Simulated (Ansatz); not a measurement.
Crystal: NaCl.

```xyz
2
Lattice="3.5022 0.0000 0.0000 0.0000 3.5022 0.0000 0.0000 0.0000 3.5022" Properties=species:S:1:pos:R:3 pbc="T T T"
Cl    1.7511    1.7511    1.7511
Na    0.0000    0.0000    0.0000
```

Measurements of this composition are mostly on another form, of space group No. 225.

Base run:

- Program: Ansatz 0.2.0
- Functional: PBE0
- Potentials or basis: Ansatz PAW
- Cutoff: 420 eV (not typed: the program's choice for these potentials)
- k mesh: 6 × 6 × 6
- Occupations: fermi-dirac, width 0.05 eV
- Spin: no spin polarisation

Its results: band gap on the k mesh 6.01 eV, indirect (least direct gap 6.54 eV); pressure -0.5 GPa.

Question: The run is repeated on the same cell with these changes: functional from PBE0 to HSE06. What comes out?

Answer: Band gap on the k mesh 5.29 eV, indirect (least direct gap 5.82 eV); pressure -0.5 GPa.

Caveats: the PAW data sets come from PBE, with cores solved anew for the run's functional, which leaves a small shift of forces and pressure; the thresholds are loose for stress.
